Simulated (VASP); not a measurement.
Write the native input for VASP 6.6.1 that does the following.

```
Task                   : relaxation of cell and atoms
Functional             : r2SCAN
Potentials or basis    : VASP PAW PBE potentials, release 64 (Ti_sv, C)
Cutoff                 : 520 eV
k mesh                 : 16 × 16 × 16
Occupations            : gaussian, width 0.1 eV
Spin                   : no spin polarisation
Further INCAR settings : ALGO = Normal; EDIFF = 1e-07; IBRION = 2; EDIFFG = -0.002; NSW = 80; ISIF = 3
```

The structure of TiC lies in POSCAR:

```
TiC
1.0
    0.0000000000      2.1593000000      2.1593000000
    2.1593000000      0.0000000000      2.1593000000
    2.1593000000      2.1593000000      0.0000000000
Ti C
1 1
Direct
    0.0000000000      0.0000000000      0.0000000000
    0.5000000000      0.5000000000      0.5000000000
```

These files were run (other wordings do the same):

INCAR

```
PREC = Accurate ; ENCUT = 520
EDIFF = 1E-7 ; ISMEAR = 0
SIGMA = 0.1 ; LREAL = F
LASPH = T ; NELM = 80
ALGO = Normal ; ISIF = 3
LWAVE = F ; LCHARG = F
METAGGA = R2SCAN ; LMIXTAU = T
IBRION = 2 ; NSW = 80
EDIFFG = -0.002
```

KPOINTS

```
regular mesh
0
Gamma
  16 16 16
```

Potentials or basis: VASP PAW PBE potentials, release 64 (Ti_sv, C).

The run is started by

```sh
$ cat potpaw_PBE.64/Ti_sv/POTCAR potpaw_PBE.64/C/POTCAR > POTCAR
$ mpirun -np 1 vasp_std > vasp.out
```

It gave:

- Relaxed volume: 10.17 Å³/atom
- Relaxed cell: a = 3.064 Å, b = 3.064 Å, c = 3.064 Å, α = 60.00°, β = 60.00°, γ = 60.00°
- Space group after relaxing (to 0.05 Å): Fm-3m (No. 225)
- Energy gained by relaxing: 0.8 meV/atom
- Ionic steps: 3
- Pressure after relaxing: 0.0 GPa
- Band gap on the k mesh: none (metal or under the smearing width)

Caveat: the PAW data sets were made with another functional, which shifts forces and pressure a little.

It took 3.5 min on 1 thread of Intel(R) Xeon(R) Platinum 8375C CPU @ 2.90GHz (Ice Lake), with other jobs on the host, peak memory 0.18 GiB.
